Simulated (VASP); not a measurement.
Wanted: the native input for a VASP 6.6.1 run.

- Task: relaxation of cell and atoms
- Functional: PBE
- Potentials or basis: VASP PAW PBE potentials, release 64 (Si, Ge_d)
- Cutoff: 520 eV
- k mesh: 5 × 5 × 5
- Occupations: gaussian, width 0.15 eV
- Spin: no spin polarisation
- Further INCAR settings: PREC = Normal; ALGO = Fast; EDIFF = 0.0001; IBRION = 2; EDIFFG = -0.08; NSW = 24; ISIF = 3

The structure of Si3Ge lies in POSCAR:

```
Si3Ge
1.0
    4.1998283400      0.0000000000      0.0000000000
    0.0000000000      4.1998283400      0.0000000000
    0.0000000000      0.0000000000      4.1998283400
Si Ge
3 1
Direct
    0.5000000000      0.0000000000      0.0000000000
    0.0000000000      0.5000000000      0.0000000000
    0.0000000000      0.0000000000      0.5000000000
    0.5000000000      0.5000000000      0.5000000000
```

The cell was built by a generator and needn't be a form met in nature.

One way to write it, as run:

INCAR

```
SYSTEM = Si3Ge
PREC = Normal
ENCUT = 520
EDIFF = 1E-4
ISMEAR = 0
SIGMA = 0.15
LREAL = .FALSE.
LASPH = .TRUE.
NELM = 60
ALGO = Fast
ISIF = 3
LWAVE = .FALSE.
LCHARG = .FALSE.
GGA = PE
IBRION = 2
NSW = 24
EDIFFG = -0.08
```

KPOINTS

```
Automatic mesh
0
G
  5 5 5
  0 0 0
```

Potentials or basis: VASP PAW PBE potentials, release 64 (Si, Ge_d).

The run is started by

```console
$ cat potpaw_PBE.64/Si/POTCAR potpaw_PBE.64/Ge_d/POTCAR > POTCAR
$ mpirun -np 1 vasp_std > vasp.out
```

It gave:

| Item | Value |
| --- | --- |
| Relaxed volume | 16.16 Å³/atom |
| Relaxed cell | a = 4.014 Å, b = 4.014 Å, c = 4.014 Å, α = 90.00°, β = 90.00°, γ = 90.00° |
| Space group after relaxing (to 0.05 Å) | Pm-3m (No. 221) |
| Energy gained by relaxing | 67.1 meV/atom |
| Ionic steps | 2 |
| Pressure after relaxing | -0.3 GPa |
| Band gap on the k mesh | none (metal or under the smearing width) |

Run time: 4.6 s on 1 thread of Intel(R) Xeon(R) 6975P-C (Granite Rapids), on a shared host, peak memory 0.14 GiB.
